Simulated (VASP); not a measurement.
# C (P6_3/mmc) in VASP: notebook

One crystal, C, is run at these levels: PBE; tasks: relaxation of cell and atoms.

Program: VASP 6.6.1. These are calculated values, not measurements. Logs are shortened: lines on timing, memory, paths and dates and some standing lists are left out, and cuts for length are marked.

## 1. The structure

It takes space group P6_3/mmc (No. 194, hexagonal). The conventional cell has a = 2.456 Å, b = 2.456 Å, c = 6.696 Å, α = 90.00°, β = 90.00°, γ = 120.00°. Around C (site symmetry -6m2) lie 3 C at 1.42 Å. C (site symmetry -6m2) is surrounded by 3 C at 1.42 Å.

## 2. Relaxation of cell and atoms, PBE

File INCAR:

```
  PREC = Accurate
  ENCUT = 520
  EDIFF = 1E-7
  ISMEAR = 0
  SIGMA = 0.02
  LREAL = False
  LASPH = True
  NELM = 100
  ALGO = Normal
  ISIF = 3
  LWAVE = False
  LCHARG = False
  GGA = PE
  IBRION = 2
  NSW = 80
  EDIFFG = -0.002
  KPAR = 4
```

File KPOINTS:

```
Automatic mesh
0
Gamma
  15 15 6
```

File POSCAR:

```
C
1.0
    2.4560000000      0.0000000000      0.0000000000
   -1.2280000000      2.1269583900      0.0000000000
    0.0000000000      0.0000000000      6.6960000000
C
4
Direct
    0.0000000000      0.0000000000      0.7500000000
    0.0000000000      0.0000000000      0.2500000000
    0.3333333300      0.6666666700      0.7500000000
    0.6666666700      0.3333333300      0.2500000000
```

Potentials or basis: VASP PAW PBE potentials, release 64 (C).

The run is started by

```sh
cat potpaw_PBE.64/C/POTCAR > POTCAR
mpirun -np 4 vasp_std > vasp.out
```

OUTCAR:

```text
PREC = Accurate
   ENCUT = 520
   EDIFF = 1E-7
   ISMEAR = 0
   LREAL = False
   LASPH = True
   NELM = 100
   ISIF = 3
   GGA = PE
   IBRION = 2
   NSW = 80
   EDIFFG = -0.002

 ion  position               nearest neighbor table
   1  0.000  0.000  0.750-   3 1.42   3 1.42   3 1.42
   2  0.000  0.000  0.250-   4 1.42   4 1.42   4 1.42
   3  0.333  0.667  0.750-   1 1.42   1 1.42   1 1.42
   4  0.667  0.333  0.250-   2 1.42   2 1.42   2 1.42

  LATTYP: Found a hexagonal cell.
 ALAT       =     2.4560000000
 C/A-ratio  =     2.7263843648

  Lattice vectors:

 A1 = (   2.4560000000,   0.0000000000,   0.0000000000)
 A2 = (  -1.2280000000,   2.1269583900,   0.0000000000)
 A3 = (   0.0000000000,   0.0000000000,   6.6960000000)

Analysis of symmetry for initial positions (statically):
=====================================================================
 Subroutine PRICEL returns:
 Original cell was already a primitive cell.

 Routine SETGRP: Setting up the symmetry group for a
 hexagonal supercell.

 Subroutine GETGRP returns: Found 24 space group operations
 (whereof 12 operations were pure point group operations)
 out of a pool of 24 trial point group operations.

The static configuration has the point symmetry D_3d.
 The point group associated with its full space group is D_6h.

Analysis of symmetry for dynamics (positions and initial velocities):
=====================================================================
 Subroutine PRICEL returns:
 Original cell was already a primitive cell.

 Routine SETGRP: Setting up the symmetry group for a
 hexagonal supercell.

 Subroutine GETGRP returns: Found 24 space group operations
 (whereof 12 operations were pure point group operations)
 out of a pool of 24 trial point group operations.

The dynamic configuration has the point symmetry D_3d.
 The point group associated with its full space group is D_6h.

 Subroutine INISYM returns: Found 24 space group operations
 (whereof 12 operations are pure point group operations),
 and found     1 'primitive' translations

----------------------------------------------------------------------------------------

                                     Primitive cell

  volume of cell :      34.9786

  direct lattice vectors                    reciprocal lattice vectors
     2.456000000  0.000000000  0.000000000     0.407166124  0.235077471  0.000000000
    -1.228000000  2.126958390  0.000000000     0.000000000  0.470154943  0.000000000
     0.000000000  0.000000000  6.696000000     0.000000000  0.000000000  0.149342891

  length of vectors
     2.456000000  2.455999999  6.696000000     0.470154942  0.470154943  0.149342891

  position of ions in fractional coordinates (direct lattice)
     0.000000000  0.000000000  0.750000000
     0.000000000  0.000000000  0.250000000
     0.333333330  0.666666670  0.750000000
     0.666666670  0.333333330  0.250000000

  ion indices of the primitive-cell ions
   primitive index   ion index
                 1           1
                 2           2
                 3           3
                 4           4

----------------------------------------------------------------------------------------

 KPOINTS: Automatic mesh

Automatic generation of k-mesh.
 Grid dimensions read from file:
 generate k-points for:   15   15    6

 Generating k-lattice:

  Cartesian coordinates                     Fractional coordinates (reciprocal lattice)
     0.027144408  0.015671831  0.000000000     0.066666667  0.000000000  0.000000000
     0.000000000  0.031343663  0.000000000     0.000000000  0.066666667  0.000000000
     0.000000000  0.000000000  0.024890482     0.000000000  0.000000000  0.166666667

  Length of vectors
     0.031343663  0.031343663  0.024890482

  Shift w.r.t. Gamma in fractional coordinates (k-lattice)
     0.000000000  0.000000000  0.000000000

 Subroutine IBZKPT returns following result:
 ===========================================

 Found    108 irreducible k-points:

 Following reciprocal coordinates:
            Coordinates               Weight
  0.000000  0.000000  0.000000      1.000000
  0.066667  0.000000  0.000000      6.000000
  0.133333  0.000000  0.000000      6.000000
  0.200000 -0.000000  0.000000      6.000000
  0.266667  0.000000  0.000000      6.000000
  0.333333  0.000000  0.000000      6.000000
[... 16 lines left out ...]
  0.333333  0.200000  0.000000     12.000000
  0.400000  0.200000  0.000000      6.000000
 [... further k-points ...]
   k-points           NKPTS =    108   k-points in BZ     NKDIM =    108   number of bands    NBANDS=     12
   number of dos      NEDOS =    301   number of ions     NIONS =      4
   total plane-waves  NPLWV =  16200
   dimension x,y,z NGX =    18 NGY =   18 NGZ =   50
   dimension x,y,z NGXF=    36 NGYF=   36 NGZF=  100
   ions per type =               4
   NGX,Y,Z   is equivalent  to a cutoff of  12.18, 12.18, 12.41 a.u.
   NGXF,Y,Z  is equivalent  to a cutoff of  24.37, 24.37, 24.83 a.u.
 SYSTEM =  unknown system
   PREC   = accura    normal or accurate (medium, high low for compatibility)
   ISTART =      0    job   : 0-new  1-cont  2-samecut
   ICHARG =      2    charge: 1-file 2-atom 10-const
   ISPIN  =      1    spin polarized calculation?
   LNONCOLLINEAR =      F non collinear calculations
   LSORBIT =      F    spin-orbit coupling
   LASPH  =      T    aspherical Exc in radial PAW
   ENCUT  =  520.0 eV  38.22 Ry    6.18 a.u.   4.57  4.57 12.45*2*pi/ulx,y,z
   NELM   =    100;   NELMIN=  2; NELMDL= -5     # of ELM steps
   EDIFF  = 0.1E-06   stopping-criterion for ELM
   LREAL  =      F    real-space projection
   EDIFFG = -.2E-02   stopping-criterion for IOM
   NSW    =     80    number of steps for IOM
   IBRION =      2    ionic relax: 0-MD 1-quasi-New 2-CG
   NFREE  =      1    steps in history (QN), initial steepest desc. (CG)
   ISIF   =      3    stress and relaxation
   ISYM   =      2    0-nonsym 1-usesym 2-fastsym
   POTIM  = 0.5000    time-step for ionic-motion
   TEBEG  =    0.0;   TEEND  =   0.0 temperature during run
   PSTRESS=    0.0 pullay stress
   NELECT =      16.0000    total number of electrons
   NUPDOWN=      -1.0000    fix difference up-down
   EMIN   =  10.00;   EMAX   =-10.00  energy-range for DOS
   EFERMI =   0.00;   METHOD = LEGACY
   ISMEAR =     0;   SIGMA  =   0.02  broadening in eV -4-tet -1-fermi 0-gaus
   EFERMI_NEDOS =   21; number of points for ismear=-14 and -15
   IALGO  =     38    algorithm
   IMIX   =      4    mixing-type and parameters
     AMIX     =   0.40;   BMIX     =  1.00
     AMIX_MAG =   1.60;   BMIX_MAG =  1.00
  volume/ion in A,a.u.               =       8.74        59.01
  Fermi-wavevector in a.u.,A,eV,Ry     =   1.261384  2.383670 21.648079  1.591089
  Thomas-Fermi vector in A             =   2.394846
   LORBIT       =      0    0 simple, 1 ext, 2 COOP (PROOUT), +10 PAW based schemes
   GGA     = PE    functional components
   LHFCALC =     F    Hartree Fock is set to
   AEXX    =    0.0000 exact exchange contribution
   IVDW    =     0    specifies the selected vdW correction
   LEPSILON=     F    determine dielectric tensor
   LRPA    =     F    only Hartree local field effects (RPA)
 conjugate gradient relaxation of ions
 non-spin polarized calculation
 Gauss-broadening in eV      SIGMA  =   0.02
  energy-cutoff  :      520.00
  volume of cell :       34.98
 maximum number of plane-waves:       979
   NGX =  9   NGY =  9   NGZ = 25

--------------------------------------- Ionic step        1  -------------------------------------------

 number of electron      15.9999994 magnetization

 Free energy of the ion-electron system (eV)
  ---------------------------------------------------
  ext. energy  EPLUGINS =         0.00000000
  ---------------------------------------------------
  free energy    TOTEN  =       -36.83428581 eV

  energy without entropy =      -36.83410830  energy(sigma->0) =      -36.83419706

------------------------ aborting loop because EDIFF is reached ----------------------------------------

  FORCE on cell =-STRESS in cart. coord.  units (eV):
  Direction    XX          YY          ZZ          XY          YZ          ZX
  --------------------------------------------------------------------------------------
  -------------------------------------------------------------------------------------
  Total        1.2535294      1.2535294      0.7673174     -0.0000000     -0.0000000     -0.0000000
  in kB       57.4172379     57.4172378     35.1465620     -0.0000000     -0.0000000     -0.0000000
  external PRESSURE =      49.9936792 kB  Pullay stress =       0.0000000 kB
[... 137 lines left out ...]
  energy  without entropy=      -36.8488055782  energy(sigma->0) =      -36.84889960

--------------------------------------- Ionic step        5  -------------------------------------------

 number of electron      15.9999995 magnetization

 E-fermi :   4.3183     XC(G=0): -10.0496

 val. band max:        4.3161612724   @ k =   0.3333   0.3333   0.5000
 cond. band min:       4.3241273314   @ k =   0.3333   0.3333   0.3333
 fundamental gap:      0.0079660590
 Fermi energy:         4.3183462101

 k-point     1 :       0.0000    0.0000    0.0000
  band No.  band energies     occupation
      1     -15.2596      2.00000
      2     -15.0373      2.00000
      3      -4.0102      2.00000
      4      -2.3952      2.00000
      5       1.2945      2.00000
      6       1.2945      2.00000
      7       1.3069      2.00000
      8       1.3069      2.00000
      9       8.3321      0.00000
     10      12.6089      0.00000
     11      12.6089      0.00000
     12      12.6458      0.00000
[... 494 lines left out ...]
  energy  without entropy=      -36.8813230599  energy(sigma->0) =      -36.88143745

--------------------------------------- Ionic step        9  -------------------------------------------

 number of electron      15.9999997 magnetization

 Free energy of the ion-electron system (eV)
  ---------------------------------------------------
  ext. energy  EPLUGINS =         0.00000000
  ---------------------------------------------------
  free energy    TOTEN  =       -36.88322362 eV

  energy without entropy =      -36.88299483  energy(sigma->0) =      -36.88310923

 E-fermi :   3.7163     XC(G=0):  -9.5343

 val. band max:        3.7151333287   @ k =   0.3333   0.3333   0.5000
 cond. band min:       3.7188608637   @ k =   0.3333   0.3333   0.3333
 fundamental gap:      0.0037275349
 Fermi energy:         3.7162768955

 k-point     1 :       0.0000    0.0000    0.0000
  band No.  band energies     occupation
      1     -15.8394      2.00000
      2     -15.7225      2.00000
      3      -4.3853      2.00000
      4      -3.3283      2.00000
      5       0.6771      2.00000
      6       0.6771      2.00000
      7       0.6825      2.00000
      8       0.6825      2.00000
      9       7.2751      0.00000
     10      12.0107      0.00000
     11      12.0107      0.00000
     12      12.0282      0.00000
[... 376 lines left out ...]
  FREE ENERGIE OF THE ION-ELECTRON SYSTEM (eV)
  ---------------------------------------------------
  free  energy   TOTEN  =       -36.8832236233 eV

  energy  without entropy=      -36.8829948345  energy(sigma->0) =      -36.88310923

 reached required accuracy - stopping structural energy minimisation
```

It took 48 s on 4 MPI ranks of Intel Xeon Platinum 8559C (Emerald Rapids), shared host; peak memory 0.15 GiB.

What came out:

```yaml
Free_energy: -36.8832 eV
Relaxed_volume: 9.92 Å³/atom
Relaxed_cell: a = 2.468 Å, b = 2.468 Å, c = 7.522 Å, α = 90.00°, β = 90.00°, γ = 120.00°
Space_group_after_relaxing_to_0.05_Å: P6_3/mmc (No. 194)
Energy_gained_by_relaxing: 12.2 meV/atom
Ionic_steps: 9
Pressure_after_relaxing: 0.0 GPa
Band_gap_on_the_k_mesh: none (metal or under the smearing width)
```

The path:
```
step  energy change (eV)  largest force (eV/Å)  pressure (GPa)  volume (Å³)
   1              0.0000                0.0000            5.00        34.98
   2              0.0166                0.0000           -7.07        36.38
   3             -0.0080                0.0000            0.40        35.48
   4             -0.0147                0.0000            0.34        35.81
   5             -0.0306                0.0000            0.18        36.81
   6             -0.0472                0.0000           -0.08        38.80
   7             -0.0489                0.0000           -0.21        39.69
   8             -0.0473                0.0000            1.85        39.43
   9             -0.0489                0.0000            0.00        39.67
```

Final structure:
```cif
data_structure
_symmetry_space_group_name_H-M 'P 1'
_symmetry_Int_Tables_number 1
_cell_length_a 2.4676
_cell_length_b 2.4676
_cell_length_c 7.5218
_cell_angle_alpha 90.000
_cell_angle_beta 90.000
_cell_angle_gamma 120.000
_cell_volume 39.67
loop_
_atom_site_label
_atom_site_type_symbol
_atom_site_fract_x
_atom_site_fract_y
_atom_site_fract_z
_atom_site_occupancy
C1 C 0.00000 0.00000 0.75000 1
C2 C 0.00000 0.00000 0.25000 1
C3 C 0.33333 0.66667 0.75000 1
C4 C 0.66667 0.33333 0.25000 1
```

Levels at points of the mesh, in eV from the Fermi level:
| k point | band 5 | band 6 | band 7 | band 8 | band 9 | band 10 | band 11 | band 12 |
| --- | --- | --- | --- | --- | --- | --- | --- | --- |
| (0.00, 0.00, 0.00) | -3.04 | -3.04 | -3.03 | -3.03 | 3.56 | 8.29 | 8.29 | 8.31 |
| (0.00, 0.00, 0.50) | -3.04 | -3.04 | -3.04 | -3.04 | 5.42 | 5.42 | 8.30 | 8.30 |

Caveat: this functional lacks dispersion, which binds the layers, so the pressure and a relaxed spacing across them are unreliable; the volume moved by +13 % from the deposited cell, more than functionals usually miss. Zero-point motion and thermal expansion aren't in these numbers.

## 3. Relaxation of cell and atoms, PBE

This run uses another cell than the first one, of 9.92 Å³/atom, 1.134 times its volume.

INCAR is that of step 2.

KPOINTS is that of step 2.

File POSCAR:

```
C                                       
1.0
    2.4676271239      0.0000000000     -0.0000000000
   -1.2338135619      2.1370277746      0.0000000000
    0.0000000000     -0.0000000000      7.5218123851
  C             
     4
Direct
     0.0000000000000000    0.0000000000000000    0.7500000000000000
     0.0000000000000000    0.0000000000000000    0.2500000000000000
     0.3333333300000021    0.6666666699999979    0.7500000000000000
     0.6666666699999979    0.3333333300000021    0.2500000000000000
```

Potentials or basis: VASP PAW PBE potentials, release 64 (C).

The run is started by

```sh
cat potpaw_PBE.64/C/POTCAR > POTCAR
mpirun -np 4 vasp_std > vasp.out
```

It took 91 s on 4 MPI ranks of Intel Xeon Platinum 8559C (Emerald Rapids), shared host; peak memory 0.16 GiB.

The run converged. Its results:

* Free energy: -36.8971 eV
* Relaxed volume: 10.61 Å³/atom
* Relaxed cell: a = 2.468 Å, b = 2.468 Å, c = 8.047 Å, α = 90.00°, β = 90.00°, γ = 120.00°
* Space group after relaxing (to 0.05 Å): P6_3/mmc (No. 194)
* Energy gained by relaxing: 1.5 meV/atom
* Ionic steps: 18
* Pressure after relaxing: 0.0 GPa
* Band gap on the k mesh: none (metal or under the smearing width)

Step by step:
```csv
step,energy change (eV),largest force (eV/Å),pressure (GPa),volume (Å³)
1,0.0000,0.0000,0.27,39.67
2,-0.0003,0.0000,0.14,39.76
3,-0.0012,0.0000,-0.31,40.05
4,-0.0020,0.0000,-1.16,40.64
5,-0.0021,0.0000,-1.16,40.65
6,-0.0022,0.0000,-1.10,40.68
7,-0.0026,0.0000,-1.00,40.75
8,-0.0032,0.0000,-0.81,40.88
9,-0.0043,0.0000,-0.44,41.15
10,-0.0054,0.0000,0.30,41.68
11,-0.0055,0.0000,0.58,41.89
12,-0.0057,0.0000,0.43,42.09
13,-0.0058,0.0000,0.23,42.34
14,-0.0057,0.0000,-0.14,42.84
15,-0.0058,0.0000,0.12,42.49
16,-0.0058,0.0000,0.11,42.50
17,-0.0058,0.0000,0.04,42.46
18,-0.0058,0.0000,0.01,42.45
```

Final structure:
```
C
1.0
     2.46788    0.00000    0.00000
    -1.23394    2.13725    0.00000
     0.00000    0.00000    8.04748
C
4
Direct
  0.00000 0.00000 0.75000
  0.00000 0.00000 0.25000
  0.33333 0.66667 0.75000
  0.66667 0.33333 0.25000
```

Levels at points of the mesh, in eV from the Fermi level:
| k point | band 5 | band 6 | band 7 | band 8 | band 9 | band 10 | band 11 | band 12 |
| --- | --- | --- | --- | --- | --- | --- | --- | --- |
| (0.00, 0.00, 0.00) | -3.04 | -3.04 | -3.04 | -3.04 | 3.27 | 7.15 | 8.29 | 8.29 |
| (0.00, 0.00, 0.50) | -3.04 | -3.04 | -3.04 | -3.04 | 4.78 | 4.78 | 8.30 | 8.30 |

Caveat: this functional lacks dispersion, which binds the layers, so the pressure and a relaxed spacing across them are unreliable.
